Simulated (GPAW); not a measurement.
Cs2AgBiBr6:

```
Bi Cs Ag Br
1.0
     0.00000    5.61610    5.61610
     5.61610    0.00000    5.61610
     5.61610    5.61610    0.00000
Bi Cs Ag Br
1 2 1 6
Direct
  0.00000 0.00000 0.00000
  0.75000 0.75000 0.75000
  0.25000 0.25000 0.25000
  0.50000 0.50000 0.50000
  0.74945 0.74945 0.25055
  0.25055 0.25055 0.74945
  0.74945 0.25055 0.25055
  0.74945 0.25055 0.74945
  0.25055 0.74945 0.74945
  0.25055 0.74945 0.25055
```

Base run:

```yaml
Program: GPAW 26.7.0
Functional: PBE
Potentials_or_basis: GPAW PAW data sets (gpaw-data 1.2.1)
Cutoff: 500 eV
Basis: pw
k_mesh: 3 × 3 × 3
Occupations: fermi-dirac, width 0.001 eV
Spin: no spin polarisation
Hubbard_terms: Ag d U = 4.0 eV
```

Its results: band gap on the k mesh 2.17 eV, indirect (least direct gap 2.77 eV).

Question: After a change of settings the same cell gave: band gap on the k mesh 2.37 eV, indirect (least direct gap 2.96 eV). Which change was it?
A. cutoff from 500 eV to 400 eV; k mesh from 3 × 3 × 3 to 4 × 4 × 4; response ecut from 46 eV to 80 eV
B. hubbard terms from Ag d U = 4.0 eV to Ag d U = 2.0 eV
C. hubbard terms from Ag d U = 4.0 eV to Ag d U = 8.0 eV

Answer: C.

Caveats: the long-wavelength limit can be off by several per cent where d states take part; response on these states lacks terms of the Hamiltonian; spin-orbit coupling is left out, which as a rule narrows the gap of such compounds by several tenths of an eV; an odd mesh through Γ misses points on the zone boundary, where band edges often lie.

Not every run made on this cell is shown here.
